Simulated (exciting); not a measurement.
Si under changes of volume

One of the cells (20.165 Å³/atom); the others are scaled copies at fixed shape and fractional positions:

```
CELL_PARAMETERS angstrom
0.00000 2.72185 2.72185
2.72185 0.00000 2.72185
2.72185 2.72185 0.00000
ATOMIC_POSITIONS crystal
Si 0.50000 0.50000 0.50000
Si 0.75000 0.75000 0.75000
```

```yaml
Program: exciting (release sodium)
Functional: PBE
Potentials_or_basis: all-electron LAPW+lo, shipped species files, valence relativity iora*
rgkmax: 7.5
k_mesh: 8 × 8 × 8
Occupations: fermi-dirac, width 0.05 eV
Spin: no spin polarisation
```

| volume (Å³/atom) | energy over the lowest point (meV/atom) | gap on the mesh (eV) |
| --- | --- | --- |
| 18.955 | ? | ? |
| 19.358 | 18.17 | 0.56 |
| 19.761 | 7.00 | 0.60 |
| 20.165 | 1.12 | 0.63 |
| 20.568 | 0.00 | 0.66 |
| 20.971 | 3.16 | 0.69 |
| 21.375 | 10.18 | 0.72 |

Question: What does the run at 18.955 Å³/atom give?

Answer: Energy over the lowest point 35.19 meV/atom; gap on the mesh 0.52 eV.

Worked out: A Birch-Murnaghan fit of order 3 (a polynomial in V^(-2/3)) to the other rows has its minimum at 20.47 Å³/atom with B0 = V·E''(V) = 89 GPa and B' = 4.4. It gives 35.23 meV/atom at 18.955 Å³/atom, against the run's 35.19. A straight line through the other rows of the gap, of slope 1.59 eV per unit of ln V, extrapolates to 0.53 eV, against the run's 0.52.

Energies are extrapolated to zero smearing.

A mesh can miss the band edges.
